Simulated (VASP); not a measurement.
Input of a VASP 6.6.1 run:

Contents of INCAR:

```
PREC     = Accurate       # precision mode
ENCUT    = 600            # plane-wave cutoff, eV
EDIFF    = 1E-6           # SCF threshold, eV
ISMEAR   = 0              # smearing method
SIGMA    = 0.03           # smearing width, eV
LREAL    = F              # projectors in reciprocal space
LASPH    = T              # aspherical terms in the spheres
NELM     = 80             # most SCF steps
ALGO     = Normal         # electronic algorithm
ISIF     = 3              # what is computed and relaxed
LWAVE    = F              # write WAVECAR
LCHARG   = F              # write CHGCAR
GGA      = PE             # functional
IBRION   = 2              # ionic algorithm
NSW      = 90             # ionic steps
EDIFFG   = -0.01          # ionic threshold
```

Contents of KPOINTS:

```
regular mesh
0
Gamma
  10 10 10
```

Contents of POSCAR:

```
Ge
1.0
    0.0000000000      2.8562926600      2.8562926600
    2.8562926600      0.0000000000      2.8562926600
    2.8562926600      2.8562926600      0.0000000000
Ge
2
Direct
    0.7500000000      0.7500000000      0.7500000000
    0.5000000000      0.5000000000      0.5000000000
```

Potentials or basis: VASP PAW PBE potentials, release 64 (Ge_d).

Command:

```sh
$ cat potpaw_PBE.64/Ge_d/POTCAR > POTCAR
$ mpirun -np 1 vasp_std > vasp.out
```

(1) Estimate the relaxed cell.

(2) What does it give for the relaxed volume?

Results:

(1) a = 4.082 Å, b = 4.082 Å, c = 4.082 Å, α = 60.00°, β = 60.00°, γ = 60.00°.

(2) 24.05 Å³/atom.
